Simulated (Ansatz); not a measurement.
Ta (Fm-3m), a vibration from a frozen displacement

The calculation used DFT PBE, scalar-relativistic, plane waves, PAW in Ansatz. The runs took a 420 eV cutoff, a Γ-centred 12×12×12 mesh and Gaussian smearing (0.15 eV). Spin–orbit coupling is left out, which matters for the heavy elements here. No spin polarisation. Energies are free energies at this smearing, counted from the undisturbed cell; pressure is positive in compression.

The starting cell (relaxed at this level; this fcc form isn't the usual structure):

```
Ta
1.0
    -4.22302    4.22302    0.00000
    -4.22302    0.00000    4.22302
     0.00000    4.22302    4.22302
Ta
8
Direct
  0.00000 0.00000 0.00000
  0.50000 0.00000 0.00000
  0.00000 0.50000 0.00000
  0.00000 0.00000 0.50000
  0.50000 0.50000 0.00000
  0.50000 0.00000 0.50000
  0.00000 0.50000 0.50000
  0.50000 0.50000 0.50000
```

Atom 1 (Ta) is moved by x along the Cartesian unit vector (0.707, -0.707, 0.000); the cell and all other atoms stay fixed. The cell's volume is 150.63 Å³; the moved atoms weigh 180.948 u together and the others 1266.635 u.

```
  x (Å)  ΔE (meV/cell) total force on the moved atoms along the move (eV/Å) pressure (GPa)
-0.1000          39.96                                                0.7996          0.1871
-0.0600          14.38                                                0.4796          0.0985
 0.0000           0.00                                                0.0000          0.0489
 0.0800          25.57                                               -0.6396          0.1373
```

**Question.** What frequency belongs to this motion?

**Answer.** The force constant is k = −dF/dx = 7.994 eV/Å², from the parabola through x = -0.0600, 0 and 0.0800. In every cell the moved atoms swing against the rest, so the mass is μ = m₁m₂/(m₁ + m₂) = 158.329 u, and ν̃ = 521.5 cm⁻¹ × √(|k|/μ) = 117 cm⁻¹. The pattern needn't be a normal mode: ν̃² is then a weighted mean of the squared nonzero frequencies at the zone centre of this cell, so it lies between the lowest and the highest of them.

**Question.** How far does the harmonic law reach?

**Answer.** At x = -0.100 Å, kx²/2 = 39.97 meV against the computed 39.96 meV (-0.0 %): the well is still close to harmonic there.

In a metal these slopes depend on the k mesh and the smearing.

Cost: 4 runs of about 8.3 core-minutes in all, on Intel Xeon Platinum 8488C (Sapphire Rapids) (shared hosts).